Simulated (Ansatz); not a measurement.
Runs of Ansatz 0.2.0 on Mg. Symmetry: P6_3/mmc, No. 194, hexagonal system. Conventional cell: a = 3.209 Å, b = 3.209 Å, c = 5.210 Å, α = 90.00°, β = 90.00°, γ = 120.00°. Around Mg (site symmetry -6m2) lie 12 Mg at 3.20 to 3.21 Å. 

| level | cutoff (eV) | gap on the mesh (eV) | pressure (GPa) |
| --- | --- | --- | --- |
| PBE | 420 | none | -0.4 |
| r2SCAN | 500 | none | -1.0 |
| RPBE | 420 | none | (b) |
| LDA | 420 | none | -2.4 |
| BLYP | 420 | none | 0.4 |
| PBEsol | 420 | none | -1.0 |
| revPBE | 420 | none | (a) |

Alike in all rows: task band structure; potentials or basis Ansatz PAW; no spin polarisation; cell as given; k mesh 6 × 6 × 3; smearing fermi-dirac 0.05 eV; the mesh is coarse, so values aren't converged.

Question: Fill in the values left out.

Answer: (a) 0.6; (b) 0.8.

Caveats: all runs use coarse meshes; the PAW data sets come from PBE, with cores solved anew for the run's functional, which leaves a small shift of forces and pressure (some runs).

A gap of «none» marks a metal or a gap under the smearing width.
